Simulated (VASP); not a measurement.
# SnTe (Fm-3m) in VASP: band structure with HSE06

Aim: the band structure of SnTe with HSE06.

All numbers are computed with VASP 6.6.1; they aren't measurements. Logs are shortened: lines on timing, memory, paths and dates and some standing lists are left out, and cuts for length are marked.

**Experimental background.**

A printed reference work, textbook reports, for a bulk crystal of SnTe at 300 K: band gap 0.18 eV (direct).

The runs below are set against these values where they give the same quantity.

## 1. Starting point

Symmetry: Fm-3m, No. 225, cubic system. Conventional cell: a = 6.289 Å, b = 6.289 Å, c = 6.289 Å, α = 90.00°, β = 90.00°, γ = 90.00°. Around Sn (site symmetry m-3m) lie 6 Te at 3.14 Å. Around Te (site symmetry m-3m) lie 6 Sn at 3.14 Å.

## 2. Band structure, HSE06

POSCAR reads:

```
SnTe                                    
1.0
    0.0000000000      3.1443929232      3.1443929232
    3.1443929232      0.0000000000      3.1443929232
    3.1443929232      3.1443929232      0.0000000000
  Sn              Te            
     1     1
Direct
     0.0000000000000000    0.0000000000000000    0.0000000000000000
     0.5000000000000000    0.5000000000000000    0.5000000000000000
```

INCAR.step1 reads:

```
  ALGO = Normal
  EDIFF = 1E-5
  ENCUT = 520
  GGA = PE
  ISIF = 2
  ISMEAR = 0
  KPAR = 4
  LASPH = True
  LCHARG = False
  LREAL = False
  LWAVE = True
  NBANDS = 17
  NELM = 80
  PREC = Accurate
  SIGMA = 0.02
```

INCAR.step2 reads:

```
  ALGO = Normal
  EDIFF = 1E-7
  ENCUT = 520
  GGA = PE
  HFSCREEN = 0.2
  ISIF = 2
  ISMEAR = 0
  ISTART = 1
  KPAR = 4
  LASPH = True
  LCHARG = False
  LHFCALC = True
  LREAL = False
  LWAVE = False
  NBANDS = 17
  NELM = 80
  PREC = Accurate
  PRECFOCK = Fast
  SIGMA = 0.02
```

KPOINTS reads:

```
k-points
0
Gamma
  6 6 6
```

KPOINTS_OPT reads:

```
path GXWKGLUWLK,UX
10
line-mode
reciprocal
 0.0000000000  0.0000000000  0.0000000000  G
 0.5000000000  0.0000000000  0.5000000000  X

 0.5000000000  0.0000000000  0.5000000000  X
 0.5000000000  0.2500000000  0.7500000000  W

 0.5000000000  0.2500000000  0.7500000000  W
 0.3750000000  0.3750000000  0.7500000000  K

 0.3750000000  0.3750000000  0.7500000000  K
 0.0000000000  0.0000000000  0.0000000000  G

 0.0000000000  0.0000000000  0.0000000000  G
 0.5000000000  0.5000000000  0.5000000000  L

 0.5000000000  0.5000000000  0.5000000000  L
 0.6250000000  0.2500000000  0.6250000000  U

 0.6250000000  0.2500000000  0.6250000000  U
 0.5000000000  0.2500000000  0.7500000000  W

 0.5000000000  0.2500000000  0.7500000000  W
 0.5000000000  0.5000000000  0.5000000000  L

 0.5000000000  0.5000000000  0.5000000000  L
 0.3750000000  0.3750000000  0.7500000000  K

 0.6250000000  0.2500000000  0.6250000000  U
 0.5000000000  0.0000000000  0.5000000000  X
```

Potentials or basis: VASP PAW PBE potentials, release 64 (Sn_d, Te).

Started as:

```
cat potpaw_PBE.64/Sn_d/POTCAR potpaw_PBE.64/Te/POTCAR > POTCAR
cp INCAR.step1 INCAR
mpirun -np 4 vasp_std > vasp.out
cp INCAR.step2 INCAR
mpirun -np 4 vasp_std > vasp.out
```

OUTCAR:

```text
EDIFF = 1E-7
   ENCUT = 520
   GGA = PE
   HFSCREEN = 0.2
   ISIF = 2
   ISMEAR = 0
   ISTART = 1
   LASPH = True
   LHFCALC = True
   LREAL = False
   NELM = 80
   PREC = Accurate
   PRECFOCK = Fast

 ion  position               nearest neighbor table
   1  0.000  0.000  0.000-   2 3.14   2 3.14   2 3.14   2 3.14   2 3.14   2 3.14
   2  0.500  0.500  0.500-   1 3.14   1 3.14   1 3.14   1 3.14   1 3.14   1 3.14

  LATTYP: Found a face centered cubic cell.
 ALAT       =     6.2887858464

  Lattice vectors:

 A1 = (   0.0000000000,   3.1443929232,   3.1443929232)
 A2 = (   3.1443929232,   0.0000000000,   3.1443929232)
 A3 = (   3.1443929232,   3.1443929232,   0.0000000000)

Analysis of symmetry for initial positions (statically):
=====================================================================
 Subroutine PRICEL returns:
 Original cell was already a primitive cell.

 Routine SETGRP: Setting up the symmetry group for a
 face centered cubic supercell.

 Subroutine GETGRP returns: Found 48 space group operations
 (whereof 48 operations were pure point group operations)
 out of a pool of 48 trial point group operations.

The static configuration has the point symmetry O_h .

Analysis of symmetry for dynamics (positions and initial velocities):
=====================================================================
 Subroutine PRICEL returns:
 Original cell was already a primitive cell.

 Routine SETGRP: Setting up the symmetry group for a
 face centered cubic supercell.

 Subroutine GETGRP returns: Found 48 space group operations
 (whereof 48 operations were pure point group operations)
 out of a pool of 48 trial point group operations.

The dynamic configuration has the point symmetry O_h .

 Subroutine INISYM returns: Found 48 space group operations
 (whereof 48 operations are pure point group operations),
 and found     1 'primitive' translations

----------------------------------------------------------------------------------------

                                     Primitive cell

  volume of cell :      62.1785

  direct lattice vectors                    reciprocal lattice vectors
     0.000000000  3.144392923  3.144392923    -0.159013206  0.159013206  0.159013206
     3.144392923  0.000000000  3.144392923     0.159013206 -0.159013206  0.159013206
     3.144392923  3.144392923  0.000000000     0.159013206  0.159013206 -0.159013206

  length of vectors
     4.446843117  4.446843117  4.446843117     0.275418952  0.275418952  0.275418952

  position of ions in fractional coordinates (direct lattice)
     0.000000000  0.000000000  0.000000000
     0.500000000  0.500000000  0.500000000

  ion indices of the primitive-cell ions
   primitive index   ion index
                 1           1
                 2           2

----------------------------------------------------------------------------------------

 KPOINTS: k-points

Automatic generation of k-mesh.
 Grid dimensions read from file:
 generate k-points for:    6    6    6

 Generating k-lattice:

  Cartesian coordinates                     Fractional coordinates (reciprocal lattice)
    -0.026502201  0.026502201  0.026502201     0.166666667  0.000000000  0.000000000
     0.026502201 -0.026502201  0.026502201     0.000000000  0.166666667  0.000000000
     0.026502201  0.026502201 -0.026502201     0.000000000  0.000000000  0.166666667

  Length of vectors
     0.045903159  0.045903159  0.045903159

  Shift w.r.t. Gamma in fractional coordinates (k-lattice)
     0.000000000  0.000000000  0.000000000

 Subroutine IBZKPT returns following result:
 ===========================================

 Found     16 irreducible k-points:

 Following reciprocal coordinates:
            Coordinates               Weight
  0.000000  0.000000  0.000000      1.000000
  0.166667  0.000000  0.000000      8.000000
  0.333333  0.000000  0.000000      8.000000
  0.500000  0.000000  0.000000      4.000000
  0.166667  0.166667  0.000000      6.000000
  0.333333  0.166667  0.000000     24.000000
[... 8 lines left out ...]
 -0.333333  0.333333  0.166667     24.000000
 -0.333333  0.500000  0.166667     12.000000
   k-points           NKPTS =     16   k-points in BZ     NKDIM =    216   number of bands    NBANDS=     17
   number of dos      NEDOS =    301   number of ions     NIONS =      2
   total plane-waves  NPLWV =  46656
   dimension x,y,z NGX =    36 NGY =   36 NGZ =   36
   dimension x,y,z NGXF=    72 NGYF=   72 NGZF=   72
   ions per type =               1   1
   NGX,Y,Z   is equivalent  to a cutoff of  13.46, 13.46, 13.46 a.u.
   NGXF,Y,Z  is equivalent  to a cutoff of  26.92, 26.92, 26.92 a.u.
 SYSTEM =  unknown system
   PREC   = accura    normal or accurate (medium, high low for compatibility)
   ISTART =      1    job   : 0-new  1-cont  2-samecut
   ICHARG =      0    charge: 1-file 2-atom 10-const
   ISPIN  =      1    spin polarized calculation?
   LNONCOLLINEAR =      F non collinear calculations
   LSORBIT =      F    spin-orbit coupling
   LASPH  =      T    aspherical Exc in radial PAW
   ENCUT  =  520.0 eV  38.22 Ry    6.18 a.u.   8.27  8.27  8.27*2*pi/ulx,y,z
   NELM   =     80;   NELMIN=  2; NELMDL=  0     # of ELM steps
   EDIFF  = 0.1E-06   stopping-criterion for ELM
   LREAL  =      F    real-space projection
   EDIFFG = 0.1E-05   stopping-criterion for IOM
   NSW    =      0    number of steps for IOM
   IBRION =     -1    ionic relax: 0-MD 1-quasi-New 2-CG
   NFREE  =      0    steps in history (QN), initial steepest desc. (CG)
   ISIF   =      2    stress and relaxation
   ISYM   =      3    0-nonsym 1-usesym 2-fastsym
   POTIM  = 0.5000    time-step for ionic-motion
   TEBEG  =    0.0;   TEEND  =   0.0 temperature during run
   PSTRESS=    0.0 pullay stress
   NELECT =      20.0000    total number of electrons
   NUPDOWN=      -1.0000    fix difference up-down
   EMIN   =  10.00;   EMAX   =-10.00  energy-range for DOS
   EFERMI =   0.00;   METHOD = LEGACY
   ISMEAR =     0;   SIGMA  =   0.02  broadening in eV -4-tet -1-fermi 0-gaus
   EFERMI_NEDOS =   21; number of points for ismear=-14 and -15
   IALGO  =     38    algorithm
   IMIX   =      1    mixing-type and parameters
     AMIX     =   0.40;   BMIX     =  1.00
     AMIX_MAG =   1.60;   BMIX_MAG =  1.00
  volume/ion in A,a.u.               =      31.09       209.80
  Fermi-wavevector in a.u.,A,eV,Ry     =   1.121686  2.119679 17.118575  1.258180
  Thomas-Fermi vector in A             =   2.258341
   LORBIT       =      0    0 simple, 1 ext, 2 COOP (PROOUT), +10 PAW based schemes
   GGA     = PE    functional components
   LHFCALC =     T    Hartree Fock is set to
   PRECFOCK=fast      Normal, Fast or Accurate (Low or Medium for compatibility)
   ENCUT4O =  -1.0   cutoff for four orbital integrals eV
   NKREDX  =     1    reduce k-point grid by
   NKREDY  =     1    reduce k-point grid by
   NKREDZ  =     1    reduce k-point grid by
   AEXX    =    0.2500 exact exchange contribution
   HFSCREEN=    0.2000 screening length (either q_TF or 0.3 A-1)
   HFSCREENC=   0.2000 screening length for correlation (either q_TF or 0.3 A-1)
   ENCUTFOCK=  -1.0 apply spherical cutoff to Coloumb kernel
   IVDW    =     0    specifies the selected vdW correction
   LEPSILON=     F    determine dielectric tensor
   LRPA    =     F    only Hartree local field effects (RPA)
 non-spin polarized calculation
 Gauss-broadening in eV      SIGMA  =   0.02
  energy-cutoff  :      520.00
  volume of cell :       62.18
 maximum number of plane-waves:      1687
 NGX is ok and might be reduce to    36
  NGX = 20; NGY = 20; NGZ = 20

 number of electron      19.9999998 magnetization

 Free energy of the ion-electron system (eV)
  ---------------------------------------------------
  ext. energy  EPLUGINS =         0.00000000
  ---------------------------------------------------
  free energy    TOTEN  =        -9.05105460 eV

  energy without entropy =       -9.05100508  energy(sigma->0) =       -9.05102984

 E-fermi :   7.0865     XC(G=0):  -7.9271

 val. band max:        7.0572537657   @ k =   0.5000   0.0000   0.0000
 cond. band min:       7.1156712184   @ k =   0.5000   0.0000   0.0000
 fundamental gap:      0.0584174527
 Fermi energy:         7.0864624922

 k-point     1 :       0.0000    0.0000    0.0000
  band No.  band energies     occupation
      1     -17.3894      2.00000
      2     -17.3894      2.00000
      3     -17.3768      2.00000
      4     -17.3768      2.00000
      5     -17.3768      2.00000
      6      -7.3891      2.00000
[... 9 lines left out ...]
     16      12.0879      0.00000
     17      14.2465      0.00000

 k-point     2 :       0.1667    0.0000    0.0000
  band No.  band energies     occupation
      1     -17.3908      2.00000
      2     -17.3908      2.00000
      3     -17.3764      2.00000
      4     -17.3753      2.00000
      5     -17.3753      2.00000
      6      -7.1272      2.00000
[... 9 lines left out ...]
     16      12.6941      0.00000
     17      16.0383      0.00000

 k-point     3 :       0.3333    0.0000    0.0000
  band No.  band energies     occupation
      1     -17.3941      2.00000
      2     -17.3941      2.00000
      3     -17.3757      2.00000
      4     -17.3718      2.00000
      5     -17.3718      2.00000
      6      -6.4390      2.00000
[... 9 lines left out ...]
     16      14.3286      0.00000
     17      18.4726      0.00000

 k-point     4 :       0.5000    0.0000    0.0000
  band No.  band energies     occupation
      1     -17.3959      2.00000
      2     -17.3959      2.00000
      3     -17.3754      2.00000
      4     -17.3699      2.00000
      5     -17.3699      2.00000
      6      -5.9168      2.00000
[... 9 lines left out ...]
     16      16.4674      0.00000
     17      16.4674      0.00000
[... 183 lines left out ...]
      1     -17.4010      2.00000
      2     -17.3902      2.00000
      3     -17.3765      2.00000
      4     -17.3703      2.00000
      5     -17.3687      2.00000
      6      -5.9467      2.00000
[... 9 lines left out ...]
     16      15.9639      0.00000
     17      16.6472      0.00000

 k-point    15 :      -0.3333    0.3333    0.1667
  band No.  band energies     occupation
      1     -17.4013      2.00000
      2     -17.3917      2.00000
      3     -17.3736      2.00000
      4     -17.3726      2.00000
      5     -17.3672      2.00000
      6      -5.5862      2.00000
[... 9 lines left out ...]
     16      17.5528      0.00000
     17      17.6642      0.00000

 k-point    16 :      -0.3333    0.5000    0.1667
  band No.  band energies     occupation
      1     -17.4051      2.00000
      2     -17.3886      2.00000
      3     -17.3771      2.00000
      4     -17.3696      2.00000
      5     -17.3657      2.00000
      6      -5.4871      2.00000
[... 9 lines left out ...]
     16      17.7335      0.00000
     17      18.9704      0.00000

------------------------ aborting loop because EDIFF is reached ----------------------------------------

  FORCE on cell =-STRESS in cart. coord.  units (eV):
  Direction    XX          YY          ZZ          XY          YZ          ZX
  --------------------------------------------------------------------------------------
  -------------------------------------------------------------------------------------
  Total        0.5811913      0.5811913      0.5811913      0.0000000      0.0000000     -0.0000000
  in kB       14.9757743     14.9757743     14.9757743      0.0000000      0.0000000     -0.0000000
  external PRESSURE =      14.9757743 kB  Pullay stress =       0.0000000 kB

 VOLUME and BASIS-vectors are now :
 -----------------------------------------------------------------------------
  energy-cutoff  :      520.00
  volume of cell :       62.18
      direct lattice vectors                 reciprocal lattice vectors
     0.000000000  3.144392923  3.144392923    -0.159013206  0.159013206  0.159013206
     3.144392923  0.000000000  3.144392923     0.159013206 -0.159013206  0.159013206
     3.144392923  3.144392923  0.000000000     0.159013206  0.159013206 -0.159013206

 POSITION                                       TOTAL-FORCE (eV/Angst)
 -----------------------------------------------------------------------------------
      0.00000      0.00000      0.00000        -0.000000     -0.000000     -0.000000
      3.14439      3.14439      3.14439         0.000000      0.000000      0.000000
 -----------------------------------------------------------------------------------
    total drift:                               -0.000003     -0.000004     -0.000003

  FREE ENERGIE OF THE ION-ELECTRON SYSTEM (eV)
  ---------------------------------------------------
  free  energy   TOTEN  =        -9.0510545985 eV

  energy  without entropy=       -9.0510050768  energy(sigma->0) =       -9.05102984
```

Run time: 46 min. Hardware: 4 MPI ranks of Intel Xeon Platinum 8488C (Sapphire Rapids), shared host; peak memory 0.43 GiB.

Results:

```yaml
Free_energy: -9.0511 eV
Pressure: 1.5 GPa
Band_gap_on_the_k_mesh: 0.06 eV, direct
Band_gap_along_the_path: 0.06 eV, direct
```

Levels at the corners of the path, in eV from the valence-band top:
| point | band 8 | band 9 | band 10 | band 11 | band 12 | band 13 |
| --- | --- | --- | --- | --- | --- | --- |
| Γ | -2.70 | -2.70 | -2.70 | 3.79 | 3.79 | 3.79 |
| X | -6.55 | -4.48 | -4.48 | 2.27 | 5.53 | 5.53 |
| X | -6.55 | -4.48 | -4.48 | 2.27 | 5.53 | 5.53 |
| W | -5.70 | -5.70 | -1.15 | 0.97 | 4.97 | 4.97 |
| W | -5.70 | -5.70 | -1.15 | 0.97 | 4.97 | 4.97 |
| K | -6.10 | -3.92 | -3.21 | 3.34 | 3.37 | 4.53 |
| K | -6.10 | -3.92 | -3.21 | 3.34 | 3.37 | 4.53 |
| Γ | -2.70 | -2.70 | -2.70 | 3.79 | 3.79 | 3.79 |
| Γ | -2.70 | -2.70 | -2.70 | 3.79 | 3.79 | 3.79 |
| L | -2.34 | -2.34 | 0.00 | 0.06 | 0.41 | 0.41 |
| L | -2.34 | -2.34 | 0.00 | 0.06 | 0.41 | 0.41 |
| U | -6.10 | -3.92 | -3.21 | 3.34 | 3.37 | 4.53 |
| U | -6.10 | -3.92 | -3.21 | 3.34 | 3.37 | 4.53 |
| W | -5.70 | -5.70 | -1.15 | 0.97 | 4.97 | 4.97 |
| W | -5.70 | -5.70 | -1.15 | 0.97 | 4.97 | 4.97 |
| L | -2.34 | -2.34 | 0.00 | 0.06 | 0.41 | 0.41 |
| L | -2.34 | -2.34 | 0.00 | 0.06 | 0.41 | 0.41 |
| K | -6.10 | -3.92 | -3.21 | 3.34 | 3.37 | 4.53 |
| U | -6.10 | -3.92 | -3.21 | 3.34 | 3.37 | 4.53 |
| X | -6.55 | -4.48 | -4.48 | 2.27 | 5.53 | 5.53 |

Caveat: the PAW data sets were made with another functional, which shifts forces and pressure a little; spin-orbit coupling is left out, which moves the levels of the heavy elements.

## 3. How close it comes

Step 2. A measured gap of SnTe is 0.18 eV (direct; 300 K; a printed reference work, textbook); the calculated 0.06 eV misses it by -0.12 eV. Spin-orbit coupling on Sn, Te is left out. The value is that of HSE06, without temperature or zero-point motion.
